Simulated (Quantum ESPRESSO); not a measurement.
Be:

```
Be
1.0
     2.28530    0.00000    0.00000
    -1.14265    1.97913    0.00000
     0.00000    0.00000    3.58420
Be
2
Direct
  0.66667 0.33333 0.75000
  0.33333 0.66667 0.25000
```

```yaml
Program: Quantum ESPRESSO 7.5
Task: relaxation of cell and atoms
Functional: revPBE
Dispersion: D2
Potentials_or_basis: PseudoDojo 0.4.1 SR PBE standard
Cutoff: 1197 eV
Density_cutoff: 4789 eV
k_mesh: 13 × 13 × 8
Occupations: fermi-dirac, width 0.05 eV
Spin: no spin polarisation
```

At the start: pressure -4.8 GPa; volume 8.11 Å³/atom.

Task: How do energy, volume and symmetry change on relaxing?

Result: Over 12 steps the energy falls by 5.2 meV/atom and the volume is 7.76 Å³/atom (-4.3 %); space group P6_3/mmc (No. 194, to 0.05 Å).

The path:
```tsv
step	energy change (eV)	largest force (eV/Å)	pressure (GPa)	volume (Å³)
1	0.0000	0.0000	-4.84	16.21
2	-0.0017	0.0000	-4.45	16.15
3	-0.0046	0.0000	-3.70	16.04
4	-0.0077	0.0000	-2.62	15.88
5	-0.0099	0.0000	-1.26	15.70
6	-0.0104	0.0000	0.26	15.50
7	-0.0104	0.0000	0.25	15.50
8	-0.0105	0.0000	0.24	15.50
9	-0.0105	0.0000	0.22	15.50
10	-0.0105	0.0000	0.20	15.50
11	-0.0105	0.0000	0.17	15.51
12	-0.0105	0.0000	0.14	15.51
```

Final structure:
```
CELL_PARAMETERS angstrom
2.25386 0.00000 0.00000
-1.12693 1.95190 0.00000
0.00000 0.00000 3.52598
ATOMIC_POSITIONS crystal
Be 0.66667 0.33333 0.75000
Be 0.33333 0.66667 0.25000
```

Caveat: the potentials were made for another functional, which shifts forces and pressure; pairwise dispersion overbinds metals, which lowers pressure and volume.
